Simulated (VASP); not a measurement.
# C in VASP: settings compared, part 3 of 4

VASP 6.6.1.

## (4) Relaxation of cell and atoms, rev-vdW-DF2

Contents of INCAR:

```
SYSTEM = C
AGGAC = 0.0
ALGO = Normal
EDIFF = 1E-6
EDIFFG = -0.01
ENCUT = 600
GGA = MK
IBRION = 2
ISIF = 3
ISMEAR = 0
LASPH = .True.
LATTICE_CONSTRAINTS = .TRUE. .TRUE. .FALSE.
LCHARG = .False.
LREAL = .False.
LUSE_VDW = .True.
LWAVE = .False.
NELM = 80
NSW = 90
PARAM1 = 0.1234
PARAM2 = 0.711357
PREC = Accurate
SIGMA = 0.03
ZAB_VDW = -1.8867
```

Contents of KPOINTS:

```
k-points
0
Gamma
  15 15 1
  0 0 0
```

Contents of POSCAR:

```
C
1.0
    2.4672912600      0.0000000000      0.0000000000
   -1.2336456300      2.1367369100      0.0000000000
    0.0000000000      0.0000000000     21.9015365000
C
4
Direct
    0.0000000000      0.0000000000      0.4109300700
    0.6666666700      0.3333333400      0.4109300700
    0.0000000000      0.0000000000      0.5890699300
    0.3333333300      0.6666666600      0.5890699300
```

Potentials or basis: VASP PAW PBE potentials, release 64 (C).

The run is started by

```sh
cat potpaw_PBE.64/C/POTCAR > POTCAR
mpirun -np 1 vasp_std > vasp.out
```

OUTCAR:

```text
SYSTEM = C
   EDIFF = 1E-6
   EDIFFG = -0.01
   ENCUT = 600
   GGA = MK
   IBRION = 2
   ISIF = 3
   ISMEAR = 0
   LASPH = .True.
   LREAL = .False.
   NELM = 80
   NSW = 90
   PREC = Accurate

 ion  position               nearest neighbor table
   1  0.000  0.000  0.411-   2 1.42   2 1.42   2 1.42
   2  0.667  0.333  0.411-   1 1.42   1 1.42   1 1.42
   3  0.000  0.000  0.589-   4 1.42   4 1.42   4 1.42
   4  0.333  0.667  0.589-   3 1.42   3 1.42   3 1.42

  LATTYP: Found a hexagonal cell.
 ALAT       =     2.4672912600
 C/A-ratio  =     8.8767535698

  Lattice vectors:

 A1 = (   2.4672912600,   0.0000000000,   0.0000000000)
 A2 = (  -1.2336456300,   2.1367369100,   0.0000000000)
 A3 = (   0.0000000000,   0.0000000000,  21.9015365000)

Analysis of symmetry for initial positions (statically):
=====================================================================
 Subroutine PRICEL returns:
 Original cell was already a primitive cell.

 Routine SETGRP: Setting up the symmetry group for a
 hexagonal supercell.

 Subroutine GETGRP returns: Found 12 space group operations
 (whereof 12 operations were pure point group operations)
 out of a pool of 24 trial point group operations.

The static configuration has the point symmetry D_3d.

Analysis of symmetry for dynamics (positions and initial velocities):
=====================================================================
 Subroutine PRICEL returns:
 Original cell was already a primitive cell.

 Routine SETGRP: Setting up the symmetry group for a
 hexagonal supercell.

 Subroutine GETGRP returns: Found 12 space group operations
 (whereof 12 operations were pure point group operations)
 out of a pool of 24 trial point group operations.

The dynamic configuration has the point symmetry D_3d.

 Subroutine INISYM returns: Found 12 space group operations
 (whereof 12 operations are pure point group operations),
 and found     1 'primitive' translations

----------------------------------------------------------------------------------------

                                     Primitive cell

  volume of cell :     115.4639

  direct lattice vectors                    reciprocal lattice vectors
     2.467291260  0.000000000  0.000000000     0.405302777  0.234001668  0.000000000
    -1.233645630  2.136736910  0.000000000     0.000000000  0.468003335  0.000000000
     0.000000000  0.000000000 21.901536500     0.000000000  0.000000000  0.045658897

  length of vectors
     2.467291260  2.467291260 21.901536500     0.468003335  0.468003335  0.045658897

  position of ions in fractional coordinates (direct lattice)
     0.000000000  0.000000000  0.410930070
     0.666666670  0.333333340  0.410930070
     0.000000000  0.000000000  0.589069930
     0.333333330  0.666666660  0.589069930

  ion indices of the primitive-cell ions
   primitive index   ion index
                 1           1
                 2           2
                 3           3
                 4           4

----------------------------------------------------------------------------------------

 KPOINTS: k-points

Automatic generation of k-mesh.
 Grid dimensions read from file:
 generate k-points for:   15   15    1
[... 61 lines left out ...]
   LASPH  =      T    aspherical Exc in radial PAW
   ENCUT  =  600.0 eV  44.10 Ry    6.64 a.u.   4.93  4.93 43.74*2*pi/ulx,y,z
   NELM   =     80;   NELMIN=  2; NELMDL= -5     # of ELM steps
   EDIFF  = 0.1E-05   stopping-criterion for ELM
   LREAL  =      F    real-space projection
   EDIFFG = -.1E-01   stopping-criterion for IOM
   NSW    =     90    number of steps for IOM
   IBRION =      2    ionic relax: 0-MD 1-quasi-New 2-CG
   NFREE  =      1    steps in history (QN), initial steepest desc. (CG)
   ISIF   =      3    stress and relaxation
   ISYM   =      2    0-nonsym 1-usesym 2-fastsym
   POTIM  = 0.5000    time-step for ionic-motion
   TEBEG  =    0.0;   TEEND  =   0.0 temperature during run
   PSTRESS=    0.0 pullay stress
   NELECT =      16.0000    total number of electrons
   NUPDOWN=      -1.0000    fix difference up-down
   EMIN   =  10.00;   EMAX   =-10.00  energy-range for DOS
   EFERMI =   0.00;   METHOD = LEGACY
   ISMEAR =     0;   SIGMA  =   0.03  broadening in eV -4-tet -1-fermi 0-gaus
   EFERMI_NEDOS =   21; number of points for ismear=-14 and -15
   IALGO  =     38    algorithm
   IMIX   =      4    mixing-type and parameters
     AMIX     =   0.40;   BMIX     =  1.00
     AMIX_MAG =   1.60;   BMIX_MAG =  1.00
  volume/ion in A,a.u.               =      28.87       194.80
  Fermi-wavevector in a.u.,A,eV,Ry     =   0.847161  1.600903  9.764661  0.717682
  Thomas-Fermi vector in A             =   1.962623
   LORBIT       =      0    0 simple, 1 ext, 2 COOP (PROOUT), +10 PAW based schemes
   GGA     = MK    functional components
   LHFCALC =     F    Hartree Fock is set to
   AEXX    =    0.0000 exact exchange contribution
   IVDW_NL    =     1    kernel type
   BPARAM     = 6.3000
   IVDW    =     0    specifies the selected vdW correction
   LEPSILON=     F    determine dielectric tensor
   LRPA    =     F    only Hartree local field effects (RPA)
 conjugate gradient relaxation of ions
 non-spin polarized calculation
 Gauss-broadening in eV      SIGMA  =   0.03
  energy-cutoff  :      600.00
  volume of cell :      115.46
 maximum number of plane-waves:      3927
 NGX is ok and might be reduce to    20
   NGX =  9   NGY =  9   NGZ = 87

--------------------------------------- Ionic step        1  -------------------------------------------

 number of electron      16.0000001 magnetization

 Free energy of the ion-electron system (eV)
  ---------------------------------------------------
  ext. energy  EPLUGINS =         0.00000000
  ---------------------------------------------------
  free energy    TOTEN  =       -33.00636817 eV

  energy without entropy =      -33.00606727  energy(sigma->0) =      -33.00621772

------------------------ aborting loop because EDIFF is reached ----------------------------------------

  FORCE on cell =-STRESS in cart. coord.  units (eV):
  Direction    XX          YY          ZZ          XY          YZ          ZX
  --------------------------------------------------------------------------------------
  -------------------------------------------------------------------------------------
  Total       -0.2843884     -0.2843884     -0.3476082      0.0000000     -0.0000000      0.0000000
  in kB       -3.9461753     -3.9461753     -4.8234140      0.0000000     -0.0000000      0.0000000
  external PRESSURE =      -4.2385882 kB  Pullay stress =       0.0000000 kB
[... 103 lines left out ...]
  energy  without entropy=      -33.0064500995  energy(sigma->0) =      -33.00660055

Total vdW correction in eV:      2.4109544

[... ionic steps 4 to 25 ...]

--------------------------------------- Ionic step       26  -------------------------------------------

 number of electron      16.0000000 magnetization

------------------------ aborting loop because EDIFF is reached ----------------------------------------
[... 75 lines left out ...]
--------------------------------------- Ionic step       28  -------------------------------------------

 number of electron      16.0000000 magnetization

 Free energy of the ion-electron system (eV)
  ---------------------------------------------------
  ext. energy  EPLUGINS =         0.00000000
  ---------------------------------------------------
  free energy    TOTEN  =       -33.03684101 eV

  energy without entropy =      -33.03654011  energy(sigma->0) =      -33.03669056

 E-fermi :  -1.6690     XC(G=0):  -3.7505

 val. band max:       -1.6689986355   @ k =   0.3333   0.3333   0.0000
 cond. band min:      -1.6689986153   @ k =   0.3333   0.3333   0.0000
 fundamental gap:      0.0000000202
 Fermi energy:        -1.6689986253

 k-point     1 :       0.0000    0.0000    0.0000
  band No.  band energies     occupation
      1     -21.1883      2.00000
      2     -21.0291      2.00000
      3      -9.7920      2.00000
      4      -8.7725      2.00000
      5      -4.7504      2.00000
      6      -4.7504      2.00000
      7      -4.7408      2.00000
      8      -4.7408      2.00000
      9       1.4235      0.00000
     10       1.8373      0.00000
     11       2.8491      0.00000
     12       3.7767      0.00000
[... 331 lines left out ...]
 k-point    24 :       0.4000    0.2000    0.0000
  band No.  band energies     occupation
      1     -15.3035      2.00000
      2     -15.2475      2.00000
      3     -14.3211      2.00000
      4     -14.2853      2.00000
      5     -10.5236      2.00000
      6     -10.4697      2.00000
      7      -3.3700      2.00000
      8      -3.0050      2.00000
      9      -0.3881      0.00000
     10      -0.2976      0.00000
     11       8.9141      0.00000
     12       9.2421      0.00000

 [... further k-points ...]
[... 5 lines left out ...]
  --------------------------------------------------------------------------------------
  -------------------------------------------------------------------------------------
  Total       -0.0187799     -0.0187799     -0.0883357      0.0000000      0.0000000      0.0000000
  in kB       -0.2611625     -0.2611625     -1.2284397      0.0000000      0.0000000      0.0000000
  external PRESSURE =      -0.5835883 kB  Pullay stress =       0.0000000 kB
[... 23 lines left out ...]
  energy  without entropy=      -33.0365401118  energy(sigma->0) =      -33.03669056

Total vdW correction in eV:      2.3297164

 reached required accuracy - stopping structural energy minimisation
```

It took 52 min on 1 thread of Intel Xeon Platinum 8259CL at 2.50GHz (Skylake/Cascade Lake), shared host; peak memory 0.62 GiB.

What came out:

* Free energy: -33.0368 eV
* Relaxed volume: 28.80 Å³/atom
* Relaxed cell: a = 2.465 Å, b = 2.465 Å, c = 21.902 Å, α = 90.00°, β = 90.00°, γ = 120.00°
* Space group after relaxing (to 0.05 Å): P-3m1 (No. 164)
* Energy gained by relaxing: 7.6 meV/atom
* Ionic steps: 28
* Largest force after relaxing: 0.009 eV/Å
* Band gap on the k mesh: none (metal or under the smearing width)

Forces in eV/Å, atoms in the order of the input:
```
C    0.000  0.000 -0.003
C    0.000  0.000  0.009
C    0.000  0.000  0.003
C    0.000  0.000 -0.009
```

Step by step:
| step | energy change (eV) | largest force (eV/Å) | pressure (GPa) | volume (Å³) |
| --- | --- | --- | --- | --- |
| 1 | 0.0000 | 0.0394 | -0.42 | 115.46 |
| 2 | 0.0010 | 0.0379 | 0.44 | 114.67 |
| 3 | -0.0004 | 0.0373 | -0.13 | 115.19 |
| 4 | -0.0006 | 0.0365 | -0.13 | 115.19 |
| 5 | -0.0013 | 0.0460 | -0.13 | 115.19 |
| 6 | -0.0027 | 0.0643 | -0.13 | 115.19 |
| 7 | -0.0054 | 0.1010 | -0.12 | 115.19 |
| 8 | -0.0102 | 0.1731 | -0.12 | 115.18 |
| 9 | -0.0170 | 0.3121 | -0.09 | 115.18 |
| 10 | -0.0098 | 0.5802 | 0.02 | 115.16 |
| 11 | -0.0184 | 0.3731 | -0.08 | 115.17 |
| 12 | -0.0185 | 0.3714 | -0.08 | 115.17 |
| 13 | -0.0187 | 0.3695 | -0.08 | 115.17 |
| 14 | -0.0192 | 0.3641 | -0.08 | 115.18 |
| 15 | -0.0201 | 0.3536 | -0.08 | 115.18 |
| 16 | -0.0217 | 0.3342 | -0.08 | 115.19 |
| 17 | -0.0245 | 0.2924 | -0.08 | 115.20 |
| 18 | -0.0279 | 0.2055 | -0.07 | 115.23 |
| 19 | -0.0283 | 0.1783 | -0.07 | 115.24 |
| 20 | -0.0283 | 0.1833 | -0.07 | 115.24 |
| 21 | -0.0290 | 0.1526 | -0.04 | 115.22 |
| 22 | -0.0301 | 0.0782 | 0.02 | 115.15 |
| 23 | -0.0297 | 0.0697 | 0.13 | 115.02 |
| 24 | -0.0304 | 0.0268 | 0.06 | 115.10 |
| 25 | -0.0305 | 0.0186 | -0.03 | 115.18 |
| 26 | -0.0305 | 0.0157 | -0.06 | 115.21 |
| 27 | -0.0305 | 0.0153 | -0.07 | 115.22 |
| 28 | -0.0305 | 0.0086 | -0.06 | 115.21 |

Final structure:
```
CELL_PARAMETERS angstrom
2.46459 0.00000 0.00000
-1.23229 2.13439 0.00000
0.00000 0.00000 21.90154
ATOMIC_POSITIONS crystal
C 0.00000 0.00000 0.42364
C 0.66667 0.33333 0.42359
C 0.00000 0.00000 0.57636
C 0.33333 0.66667 0.57641
```

Caveat: the PAW data sets were made with another functional, which shifts forces and pressure a little.

[end of part 3 of 4]
